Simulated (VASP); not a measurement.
# SiC in VASP 6.6.1, single-point calculation

INCAR

```
LASPH = .TRUE.
SIGMA = 0.05
IBRION = -1
ISMEAR = 1
ISIF = 2
LCHARG = .FALSE.
NSW = 0
EDIFF = 1E-7
LWAVE = .FALSE.
NELM = 120
LREAL = .FALSE.
PREC = Accurate
NBANDS = 16
ENCUT = 520
GGA = PE
```

KPOINTS

```
KPOINTS created by Atomic Simulation Environment
0
Gamma
8 8 4
0 0 0
```

POSCAR

```
Si C
 1.0000000000000000
     3.1055000000000001   -0.0159000000000000   -0.0740000000000000
    -1.5665000000000000    2.6456000000000000    0.0749000000000000
    -0.1215000000000000    0.0718000000000000    4.9706999999999999
 Si  C
   2   2
Cartesian
  0.0452371000000000  1.7078625399999998  0.1335166400000000
  1.6099187500000001  0.7934805200000000  2.3218537100000001
 -0.0587168500000001  1.6337536200000000  1.9940002900000000
  1.3583877500000001  1.1559161999999998  4.3435488700000002
```

The recommended PBE PAW datasets give the neutral cell 16 valence electrons.

Command

```
mpirun -np 1 vasp_std
```

Q: How does this run end, and what does it give?

A: It converged. Results: gap between bands v and c on the k mesh 0.78 eV; least direct gap on the k mesh 2.86 eV; pressure 12.4 GPa; largest force 5.90 eV/Å. Band v is the last that the valence electrons fill when counted band by band, and c is the next.

OSZICAR

```
N       E                     dE             d eps       ncg     rms          rms(c)
DAV:   1     0.269572716897E+02    0.26957E+02   -0.72065E+03  4224   0.897E+02
DAV:   2    -0.299848675095E+02   -0.56942E+02   -0.51964E+02  5936   0.159E+02
DAV:   3    -0.324802806419E+02   -0.24954E+01   -0.24850E+01  5480   0.310E+01
DAV:   4    -0.324981406551E+02   -0.17860E-01   -0.17858E-01  5408   0.322E+00
DAV:   5    -0.324983137114E+02   -0.17306E-03   -0.17305E-03  5496   0.300E-01    0.131E+01
DAV:   6    -0.285777171145E+02    0.39206E+01   -0.68281E+00  5464   0.165E+01    0.586E+00
DAV:   7    -0.284950690015E+02    0.82648E-01   -0.11113E+00  5936   0.635E+00    0.257E+00
DAV:   8    -0.284750302515E+02    0.20039E-01   -0.38552E-02  5168   0.135E+00    0.819E-01
DAV:   9    -0.284739360827E+02    0.10942E-02   -0.61842E-03  6136   0.607E-01    0.152E-01
DAV:  10    -0.284741377704E+02   -0.20169E-03   -0.68341E-04  5112   0.176E-01    0.782E-02
DAV:  11    -0.284742048234E+02   -0.67053E-04   -0.95892E-05  5376   0.703E-02    0.186E-02
DAV:  12    -0.284742046994E+02    0.12398E-06   -0.59948E-06  5912   0.226E-02    0.999E-03
DAV:  13    -0.284742057334E+02   -0.10340E-05   -0.25111E-06  4928   0.108E-02    0.329E-03
DAV:  14    -0.284742058353E+02   -0.10192E-06   -0.14766E-07  4656   0.303E-03    0.133E-03
DAV:  15    -0.284742058907E+02   -0.55390E-07   -0.46505E-08  2712   0.161E-03
   1 F= -.28474206E+02 E0= -.28474223E+02  d E =0.527435E-04
```

For comparison, a separate PBE run of the intended cell, on usual settings and not on those above, gives a gap of 0.78 eV on its mesh and a pressure of 12.4 GPa.
